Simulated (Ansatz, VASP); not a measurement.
**Cross-check of MgO (Periclase) between VASP and Ansatz**

One calculation is typed for both programs; each brings its own data sets and cutoff. How far apart do they land?

Method: plane waves, with VASP 6.6.1 beside it; band structure at PBE, in Ansatz 0.2.0.

The database entry behind the starting cell differs from later determinations by our own check (about 0.1 % long), so it need not match the best structure at ambient conditions.

## 1. The structure

The structure is cubic, space group Fm-3m (No. 225). Conventional cell: a = 4.217 Å, b = 4.217 Å, c = 4.217 Å, α = 90.00°, β = 90.00°, γ = 90.00°. Nearest to Mg lie 6 O at 2.11 Å. Nearest to O lie 6 Mg at 2.11 Å. Farther neighbours and most contacts between anions are not listed.

## 2. VASP: band structure, PBE

Levels along a path test the potential and the projectors away from the mesh points.

Lines of VASP's logs that name or quote its potential files are left out, and so is its time.

File INCAR:

```
SYSTEM = MgO
PREC = Accurate
ENCUT = 440
EDIFF = 1E-08
NELM = 100
ISMEAR = 0
SIGMA = 0.01
LREAL = .FALSE.
ALGO = Normal
GGA = PE
NBANDS = 10
LORBIT = 11
LWAVE = .TRUE.
LCHARG = .FALSE.
KPAR = 8
```

File POSCAR:

```
MgO
1.0
    0.0000000000      2.1085000000      2.1085000000
    2.1085000000      0.0000000000      2.1085000000
    2.1085000000      2.1085000000      0.0000000000
Mg O
1 1
Direct
    0.0000000000      0.0000000000      0.0000000000
    0.5000000000      0.5000000000      0.5000000000
```

File KPOINTS:

```
Automatic mesh
0
Gamma
8 8 8
0 0 0
```

File KPOINTS_OPT:

```
Line mode
12
Line-mode
Reciprocal
  0.00000000   0.00000000   0.00000000 GAMMA
  0.50000000   0.00000000   0.50000000 X

  0.50000000   0.00000000   0.50000000 X
  0.50000000   0.25000000   0.75000000 W

  0.50000000   0.25000000   0.75000000 W
  0.37500000   0.37500000   0.75000000 K

  0.37500000   0.37500000   0.75000000 K
  0.00000000   0.00000000   0.00000000 GAMMA

  0.00000000   0.00000000   0.00000000 GAMMA
  0.50000000   0.50000000   0.50000000 L

  0.50000000   0.50000000   0.50000000 L
  0.62500000   0.25000000   0.62500000 U

  0.62500000   0.25000000   0.62500000 U
  0.50000000   0.25000000   0.75000000 W

  0.50000000   0.25000000   0.75000000 W
  0.50000000   0.50000000   0.50000000 L

  0.50000000   0.50000000   0.50000000 L
  0.37500000   0.37500000   0.75000000 K

  0.62500000   0.25000000   0.62500000 U
  0.50000000   0.00000000   0.50000000 X
```

Potentials, in the order of the species: Mg_GW and O_GW (PBE family, release 64).

On the command line:

```
$ mpirun -np 8 vasp_std
```

Numbers of over 12 decimals in the logs are rounded to 6 here.

The log of the run:

```text
[banner, memory and clock lines left out]
running    8 mpi-ranks, on    1 nodes
 distrk:  each k-point on    1 cores,    8 groups
 distr:  one band on    1 cores,    1 groups

 POSCAR found type information on POSCAR MgO
 POSCAR found :  2 types and       2 ions
|                                                                             |
|           W    W    AA    RRRRR   N    N  II  N    N   GGGG   !!!           |
|           W    W   A  A   R    R  NN   N  II  NN   N  G    G  !!!           |
|           W    W  A    A  R    R  N N  N  II  N N  N  G       !!!           |
|           W WW W  AAAAAA  RRRRR   N  N N  II  N  N N  G  GGG   !            |
|           WW  WW  A    A  R   R   N   NN  II  N   NN  G    G                |
|           W    W  A    A  R    R  N    N  II  N    N   GGGG   !!!           |
|                                                                             |
|     For optimal performance we recommend to set                             |
|       NCORE = 2 up to number-of-cores-per-socket                            |
|     NCORE specifies how many cores store one orbital (NPAR=cpu/NCORE).      |
|     This setting can greatly improve the performance of VASP for DFT.       |
|     The default, NCORE=1 might be grossly inefficient on modern             |
|     multi-core architectures or massively parallel machines. Do your        |
|     Unfortunately you need to use the default for GW and RPA                |
|     calculations (for HF NCORE is supported but not extensively tested      |
|     yet).                                                                   |
|                                                                             |

 LDA part: xc-table for (Slater+PW92), standard interpolation
 POSCAR, INCAR and KPOINTS ok, starting setup
 FFT: planning ... GRIDC
 FFT: planning ... GRID_SOFT
 FFT: planning ... GRID
 WAVECAR not read
 entering main loop
       N       E                     dE             d eps       ncg     rms          rms(c)
DAV:   1     0.319839757487E+02    0.31984E+02   -0.49999E+03   628   0.676E+02
DAV:   2    -0.122092186829E+02   -0.44193E+02   -0.40861E+02   640   0.214E+02
DAV:   3    -0.134701071858E+02   -0.12609E+01   -0.12596E+01   780   0.324E+01
DAV:   4    -0.134749453517E+02   -0.48382E-02   -0.48377E-02   686   0.207E+00
DAV:   5    -0.134749840928E+02   -0.38741E-04   -0.38740E-04   780   0.172E-01    0.712E+00
DAV:   6    -0.119437662876E+02    0.15312E+01   -0.89869E+00   804   0.280E+01    0.234E+00
DAV:   7    -0.119258645855E+02    0.17902E-01   -0.49986E-02   674   0.327E+00    0.136E+00
DAV:   8    -0.119186336995E+02    0.72309E-02   -0.28516E-02   626   0.294E+00    0.170E-01
DAV:   9    -0.119185715696E+02    0.62130E-04   -0.21959E-03   824   0.571E-01    0.772E-02
DAV:  10    -0.119186085847E+02   -0.37015E-04   -0.44764E-04   650   0.244E-01    0.600E-03
DAV:  11    -0.119186088701E+02   -0.28539E-06   -0.48369E-06   678   0.244E-02    0.346E-03
DAV:  12    -0.119186087664E+02    0.10369E-06   -0.34513E-07   668   0.565E-03    0.150E-03
DAV:  13    -0.119186087161E+02    0.50280E-07   -0.17789E-07   782   0.474E-03    0.729E-05
DAV:  14    -0.119186087042E+02    0.11855E-07   -0.78155E-10   372   0.365E-04    0.267E-05
DAV:  15    -0.119186087017E+02    0.25807E-08   -0.20416E-10   376   0.220E-04
   1 F= -.11918609E+02 E0= -.11918609E+02  d E =-.219966E-13
 Start KPOINTS_OPT (optional k-point list driver)
k-point batch [1-29\120]
       N       E                     dE             ncg
DAV:   1     0.559500937528E+03   -0.81665E+04      620
DAV:   2    -0.501780677772E+03   -0.10613E+04      676
DAV:   3    -0.534337232083E+03   -0.32557E+02      748
DAV:   4    -0.534499681063E+03   -0.16245E+00      680
DAV:   5    -0.534501408973E+03   -0.17279E-02      776
DAV:   6    -0.534501430326E+03   -0.21353E-04      726
DAV:   7    -0.534501430577E+03   -0.25008E-06      814
DAV:   8    -0.534501430578E+03   -0.18085E-08      650
[...]
k-point batch [117-120\120]
       N       E                     dE             ncg
DAV:   1     0.856084188824E+04   -0.13613E+04       96
DAV:   2     0.843992134528E+04   -0.12092E+03       94
DAV:   3     0.843695950399E+04   -0.29618E+01       96
DAV:   4     0.843694010540E+04   -0.19399E-01      106
DAV:   5     0.843693992308E+04   -0.18232E-03      108
DAV:   6     0.843693992164E+04   -0.14412E-05      100
DAV:   7     0.843693992162E+04   -0.21670E-07      116
DAV:   8     0.843693992162E+04    0.85493E-10       84
 writing wavefunctions
```

OUTCAR, selected parts (step 2):

```text
ion  position               nearest neighbor table
   1  0.000  0.000  0.000-   2 2.11   2 2.11   2 2.11   2 2.11   2 2.11   2 2.11
   2  0.500  0.500  0.500-   1 2.11   1 2.11   1 2.11   1 2.11   1 2.11   1 2.11

  LATTYP: Found a face centered cubic cell.
 ALAT       =     4.2170000000

 Subroutine GETGRP returns: Found 48 space group operations
 (whereof 48 operations were pure point group operations)

The static configuration has the point symmetry O_h .

 Found     29 irreducible k-points:

   k-points           NKPTS =     29   k-points in BZ     NKDIM =     29   number of bands    NBANDS=     10

   dimension x,y,z NGX =    20 NGY =   20 NGZ =   20
   dimension x,y,z NGXF=    40 NGYF=   40 NGZF=   40

   ENCUT  =  440.0 eV  32.34 Ry    5.69 a.u.   5.10  5.10  5.10*2*pi/ulx,y,z

   NELECT =       8.0000    total number of electrons

 k-points in reciprocal lattice and weights: Automatic mesh
   0.00000000  0.00000000  0.00000000       0.002
   0.12500000  0.00000000  0.00000000       0.016
   0.25000000  0.00000000  0.00000000       0.016
   0.37500000  0.00000000  0.00000000       0.016
   0.50000000  0.00000000  0.00000000       0.008
   0.12500000  0.12500000  0.00000000       0.012
   0.25000000  0.12500000  0.00000000       0.047
   0.37500000  0.12500000  0.00000000       0.047
   0.50000000  0.12500000  0.00000000       0.047
[...]
-0.37500000  0.50000000  0.12500000       0.023
  -0.25000000  0.50000000  0.25000000       0.012

 average (electrostatic) potential at core
       1 -35.0746       2 -69.6292

 E-fermi :   3.2038

 k-point     1 :       0.0000    0.0000    0.0000
  band No.  band energies     occupation
      1     -14.0913      2.00000
      2       3.1578      2.00000
      3       3.1578      2.00000
      4       3.1578      2.00000
      5       7.8492      0.00000
      6      18.9458      0.00000
      7      18.9458      0.00000
      8      18.9458      0.00000
      9      22.8513      0.00000
    ...

 k-point     2 :       0.1250    0.0000    0.0000
  band No.  band energies     occupation
      1     -13.9273      2.00000
      2       2.2092      2.00000
      3       3.0588      2.00000
      4       3.0588      2.00000
      5       8.7655      0.00000
      6      17.2645      0.00000
      7      19.2999      0.00000
      8      19.2999      0.00000
      9      23.6010      0.00000
    ...

 k-point     3 :       0.2500    0.0000    0.0000
  band No.  band energies     occupation
      1     -13.5070      2.00000
      2       0.5085      2.00000
      3       2.8225      2.00000
      4       2.8225      2.00000
      5      10.2137      0.00000
      6      15.7125      0.00000
      7      19.7661      0.00000
      8      19.7661      0.00000
      9      23.2194      0.00000
    ...

  Total       -0.0348198     -0.0348198     -0.0348198      0.0000000     -0.0000000      0.0000000
  in kB       -2.9756773     -2.9756773     -2.9756773      0.0000000     -0.0000000      0.0000000
  external PRESSURE =      -2.9756773 kB  Pullay stress =       0.0000000 kB

  energy-cutoff  :      440.00
  volume of cell :       18.75
      direct lattice vectors                 reciprocal lattice vectors
     0.000000000  2.108500000  2.108500000    -0.237135404  0.237135404  0.237135404
     2.108500000  0.000000000  2.108500000     0.237135404 -0.237135404  0.237135404
     2.108500000  2.108500000  0.000000000     0.237135404  0.237135404 -0.237135404

 POSITION                                       TOTAL-FORCE (eV/Angst)
 -----------------------------------------------------------------------------------
      0.00000      0.00000      0.00000         0.000000      0.000000      0.000000
      2.10850      2.10850      2.10850        -0.000000     -0.000000     -0.000000
 -----------------------------------------------------------------------------------
    total drift:                                0.000000      0.000000      0.000000

  FREE ENERGIE OF THE ION-ELECTRON SYSTEM (eV)
  ---------------------------------------------------
  free  energy   TOTEN  =       -11.9186087017 eV

  energy  without entropy=      -11.9186087017  energy(sigma->0) =      -11.91860870

 total charge
# of ion       s       p       d       tot
------------------------------------------
    1        0.145   0.178   0.079   0.402
    2        1.521   3.516   0.000   5.038
--------------------------------------------------
tot          1.667   3.695   0.079   5.440

[... 3 further parts left out ...]
```

The run ends at a pressure of -0.30 GPa.

## 3. Ansatz: band structure, PBE

Ansatz runs on its default PAW (the set named soft_2) files.

The same cell, functional, mesh and smearing now go to Ansatz, which takes its cutoff from its data sets.

File input.yaml:

```yaml
crystal:
  lattice:
    - [0.0, 2.1085, 2.1085]
    - [2.1085, 0.0, 2.1085]
    - [2.1085, 2.1085, 0.0]
  atoms:
    - { symbol: Mg, position: [0.0, 0.0, 0.0] }
    - { symbol: O, position: [0.5, 0.5, 0.5] }
hamiltonian:
  xc: pbe
  pseudopotentials: { kind: paw }
kpoints:
  mp_grid: { grid: [8, 8, 8] }
  band_path:
    path:
      - [0.0, 0.0, 0.0]
      - [0.18182, 0.0, 0.18182]
      - [0.36364, 0.0, 0.36364]
      - [0.5, 0.0, 0.5]
      - [0.5, 0.09091, 0.59091]
      - [0.5, 0.18182, 0.68182]
      - [0.5, 0.25, 0.75]
      - [0.45455, 0.29545, 0.75]
      - [0.40909, 0.34091, 0.75]
      - [0.375, 0.375, 0.75]
      - [0.20455, 0.20455, 0.40909]
      - [0.06818, 0.06818, 0.13636]
      - [0.04545, 0.04545, 0.04545]
      - [0.22727, 0.22727, 0.22727]
      - [0.40909, 0.40909, 0.40909]
      - [0.51136, 0.47727, 0.51136]
      - [0.55682, 0.38636, 0.55682]
      - [0.60227, 0.29545, 0.60227]
      - [0.61364, 0.25, 0.63636]
      - [0.56818, 0.25, 0.68182]
      - [0.51136, 0.25, 0.73864]
      - [0.5, 0.29545, 0.70455]
      - [0.5, 0.38636, 0.61364]
      - [0.5, 0.47727, 0.52273]
      - [0.47727, 0.47727, 0.54545]
      - [0.43182, 0.43182, 0.63636]
      - [0.38636, 0.38636, 0.72727]
      - [0.60227, 0.20455, 0.60227]
      - [0.55682, 0.11364, 0.55682]
      - [0.5, 0.0, 0.5]
    npoints: 1
scf:
  occupations: { method: gaussian, width: 0.01 }
  n_extra_bands: 7
output:
  forces: true
  stress: true
  eigenvalues: true
```

On the command line:

```
$ ansatz run input.yaml --threads 2 --pin off --max-ram 4608MiB --backend cpu --events-out ev --progress --plain --runs-dir out
```

The log of the run:

```text
scf.n_extra_bands = 7 over 8 filled bands (N_el = 16.0): the run solves 15 bands
Engine: ansatz 0.2.0, x86_64-unknown-linux-gnu
Pseudopotentials: kind: paw
Pseudopotential: Mg, paw, valence charge 10, recommended cutoff 420 eV (normal), Mg.paw.azcp
Pseudopotential: O, paw, valence charge 6, recommended cutoff 420 eV (normal), O.paw.azcp
Functional definition: PBE
  parameter kappa = 0.804
  parameter beta = 0.066725
  exchange = pbe_x(kappa = kappa, mu = beta*pi^2/3)
  correlation = pbe_c(beta = beta)
Crystal: 2 atoms, lattice volume = 18.748 Å³
Basis set: ecut = 420 eV, 339 PW (Γ), exchange–correlation on 40×40×40 points (8 copies of the dense FFT grid, shifted against one another)
Bands: 15, of which v1, the nominal top of the filled ones, is band 8 counted from 1 (7 counted from 0)
Symmetry: 48 space group operations
Space group: Fm-3m (ITA 225), of the structure as read, at distance tolerance 2.7e-5 Å
k-points: 29 of 512
Non-local potential: Mg, projectors of the file, l = 0: 3, l = 1: 2, l = 2: 1
Non-local potential: O, projectors of the file, l = 0: 2, l = 1: 2, l = 2: 1
PAW form: soft (Blöchl's): semilocal exchange-correlation on the pseudo side does not see the compensation charge
PAW one-centre angular grid: Mg, 110 points (default); XC on 64 Gauss nodes
PAW one-centre angular grid: O, 110 points (default); XC on 64 Gauss nodes
Initial density: superposition of atomic densities (neutral atoms: chi_scale 0, normalization atom), corrected by the library's trained network
Initial wavefunctions: pseudopotential atomic-orbital guess
Functional: x = pbe(κ = 0.804, μ = 0.219515), c = pbe(β = 0.066725)
SCF iter   1: F=—  HF=-2494.131961 eV  |F-HF|=—  |Δ(HF+E_count)|=         —  Δρ=6.13e-4  dr2=1.64e-5  ethr=1.77e-3  ⟨swp⟩=5.9  Hψ=2356  notcnv=0
preconditioner: auto → none  [insulator: Δε(μ)=4.708 eV  Ē_g=22.600 eV  σ=0.010 eV  W_gap=1.00  n_scr=8 (ndim 8)  ℏωp=24.3 eV  f_vac=0.000  D(μ)=0.00/eV (n_scr^D=0)  ε∞_Penn≈2.2]
SCF iter   2: F=—  HF=-2494.132646 eV  |F-HF|=—  |Δ(HF+E_count)|=   6.85e-4  Δρ=4.25e-4  dr2=1.66e-5  ethr=1.02e-7  ⟨swp⟩=3.0  Hψ=1071  notcnv=0  defer=21
SCF iter   3: F=—  HF=-2494.132662 eV  |F-HF|=—  |Δ(HF+E_count)|=   1.64e-5  Δρ=2.58e-4  dr2=5.49e-6  ethr=1.02e-7  ⟨swp⟩=1.0  Hψ=376  notcnv=0  defer=21
SCF iter   4: F=—  HF=-2494.132682 eV  |F-HF|=—  |Δ(HF+E_count)|=   1.95e-5  Δρ=5.30e-5  dr2=2.87e-7  ethr=3.43e-8  ⟨swp⟩=2.0  Hψ=492  notcnv=0  defer=21
iter 5 did not close the SCF: its close was put off for the readings that it lacked (scf_convergence_deferred on its scf_iter line)
SCF iter   5: F=-2494.132682 eV  HF=-2494.132682 eV  |F-HF|=2.10e-8  |Δ(HF+E_count)|=   3.99e-8  Δρ=1.39e-5  dr2=2.16e-8  ethr=1.80e-9  ⟨swp⟩=2.5  Hψ=563  notcnv=0  defer=21
SCF iter   6: F=-2494.132682 eV  HF=-2494.132682 eV  |F-HF|=5.20e-9  |Δ(HF+E_count)|=   6.08e-9  Δρ=6.44e-6  dr2=5.27e-9  ethr=1.35e-10  ⟨swp⟩=4.0  Hψ=1638  notcnv=0
SCF 1 converged in 6 iterations: F = -2494.132682 eV  dr2 = 5.27e-9
  greatest PAW one-centre occupation: 1.000 electrons in one spin orbital (limit 2), on the Mg atom at site 0 (counted from 0), in its partial waves of l = 0
NSCF: frozen V_eff on 30 k-points
SCF converged after 6 iterations
Free energy (F): -2494.132682 eV
Harris-Foulkes:  -2494.132682 eV  (|F-HF|=5.20e-9)
Internal energy: -2494.132682 eV  (E = F + TS)
E sigma→0 (E₀):  -2494.132682 eV
Fermi energy:    10.445916 eV
--- Per-component energies (eV) ---
  E_band       = -293.272026
  E_kinetic    = 255.750421
  E_local      = -1604.634850  (includes V_loc(G=0)·N_el)
  E_nonlocal   = 142.806600
  E_hartree    = 555.153917
  E_xc         = -105.260252
  E_vxc        = -134.890716  (∫ρ·V_xc dr)
  E_paw        = -450.094161  (= ΣΔE_a)
  E_vpaw       = -62.612161  (= ΣTr[D̂ρ^β])
  E_aug_tail   = 0.002520  (compensation charges beyond the density's cutoff)
  E_ewald      = -1287.856876
  E_smearing   = -0.000000  (= −TS)
  E_closure    = 0.000000  (closes the sum)
  Σ components = -2494.132682   (vs F -2494.132682, Δ=0.00e0)
--- Forces (eV/Å), atoms counted from 1 ---
  atom   1  Mg    -0.00000000     0.00000000     0.00000000
  atom   2  O      0.00000000    -0.00000000    -0.00000000
  max |Σ_I F_I| component: 1.42e-29 eV/Å
--- Stress (GPa, compression-positive) ---
        4.090861      -0.000000       0.000000
       -0.000000       4.090861       0.000000
        0.000000      -0.000000       4.090861
  P = ⅓ Tr σ = 4.0909 GPa (40.909 kbar)
--- Band table (eV; the first three rows and the last of 29) ---
  k-point 0: bands = [... 4 lower, -9.1430, 8.0914, 8.0914, 8.0914, 12.8004, 23.8927, 23.8927, 23.8927, ... 3 higher]
  k-point 1: bands = [... 4 lower, -8.9756, 7.1410, 7.9891, 7.9891, 13.7133, 22.2083, 24.2477, 24.2477, ... 3 higher]
  k-point 2: bands = [... 4 lower, -8.5420, 5.4463, 7.7543, 7.7543, 15.1632, 20.6567, 24.7386, 24.7386, ... 3 higher]
  k-point 28: bands = [... 4 lower, -7.5522, 5.1702, 5.1702, 6.3330, 19.7290, 19.7290, 20.2311, 23.5853, ... 3 higher]
```

Elapsed: 1.3 s, on 2 threads of Intel Xeon 6975P-C (Granite Rapids), shared host; peak memory 0.31 GiB.

Reading the cycles: dr2 is the Hartree energy of the density residual (eV), the measure of convergence; HF is the Harris–Foulkes estimate of the energy, which meets the free energy F at convergence.

## 4. Differences

Known differences besides the potentials themselves: the data sets hold 16 valence electrons in Ansatz (default PAW (the set named soft_2) files) and 8 in VASP; the cutoff is 420 eV in Ansatz and 440 eV in VASP; VASP leaves aspherical gradient terms in its spheres out (LASPH is not set), Ansatz keeps them. Total energies have different zeros and are not compared.

Both answers:

| quantity | Ansatz | VASP | difference |
| --- | --- | --- | --- |
| gap over the path points (eV) | 4.709 | 4.691 | +0.018 |

Levels at points of the path, from each program's valence-band top (eV; 3 filled, then empty):

| k (reciprocal lattice) | Ansatz | VASP |
| --- | --- | --- |
| 0.000 0.000 0.000 | 0.00 0.00 0.00 4.71 15.80 | 0.00 0.00 0.00 4.69 15.79 |
| 0.182 0.000 0.182 | -1.78 -0.44 -0.44 6.87 12.41 | -1.78 -0.44 -0.44 6.86 12.40 |
| 0.364 0.000 0.364 | -3.62 -1.14 -1.14 9.57 9.75 | -3.64 -1.14 -1.14 9.55 9.73 |
| 0.500 0.000 0.500 | -4.04 -1.33 -1.33 9.14 9.95 | -4.07 -1.34 -1.34 9.12 9.93 |
| 0.500 0.091 0.591 | -3.88 -1.64 -1.46 9.63 10.44 | -3.91 -1.65 -1.47 9.61 10.41 |
| 0.500 0.182 0.682 | -3.42 -2.34 -1.69 10.76 11.59 | -3.45 -2.36 -1.69 10.75 11.57 |
| 0.500 0.250 0.750 | -2.92 -2.92 -1.76 11.64 11.64 | -2.94 -2.94 -1.76 11.63 11.63 |
| 0.455 0.295 0.750 | -3.23 -2.69 -1.58 10.95 11.97 | -3.25 -2.71 -1.58 10.94 11.95 |
| 0.409 0.341 0.750 | -3.41 -2.68 -1.24 10.28 11.79 | -3.44 -2.69 -1.24 10.26 11.77 |
| 0.375 0.375 0.750 | -3.45 -2.69 -1.13 10.10 11.75 | -3.48 -2.70 -1.14 10.08 11.73 |

Among the levels compared at these points, filled levels agree within 31 meV and empty ones within 27 meV. Not compared: the pressure (VASP's GW data sets at this cutoff don't carry it).

## 5. Further runs

Further runs change the set-up of one program: Ansatz's method, potentials or start, or VASP's data sets, cutoff or form of LDA. The table gives Ansatz less VASP for each quantity, since a change that brings one quantity closer may part another.

| run | gap over the path points (eV) |
| --- | --- |
| as above | 0.018 |
| Ansatz's all-electron LAPW method | 0.013 |
| Ansatz's larger PAW set (cutoff 900 eV) | 0.013 |
| norm-conserving potentials (cutoff 1240 eV) | 0.022 |

## 6. Results

* difference in gap over the path points (band structure, PBE): 0.018 eV

What this shows: The difference in gap over the path points is 0.018 eV (band structure, PBE), within the 0.08 eV picked in this series as the mark of a large difference. Band structure, PBE, Ansatz's all-electron LAPW method: the difference in gap over the path points goes from 0.018 to 0.013 eV. Band structure, PBE, Ansatz's larger PAW set (cutoff 900 eV): the difference in gap over the path points goes from 0.018 to 0.013 eV. How closely two codes agree says nothing of how well the functional describes the real material.

[Lines on the potential files, build, host, timing and source positions are cut from VASP's logs without a mark.]

[Logs are printed without paths, hosts, clocks, repeated set-up lines and the standing remarks that a program may print on its own settings, such as how far it seeks lower states.]

[Hosts, paths, dates, database ids (printed as entryN), source tags and the programs' standing remarks are cut or masked in the printed files.]
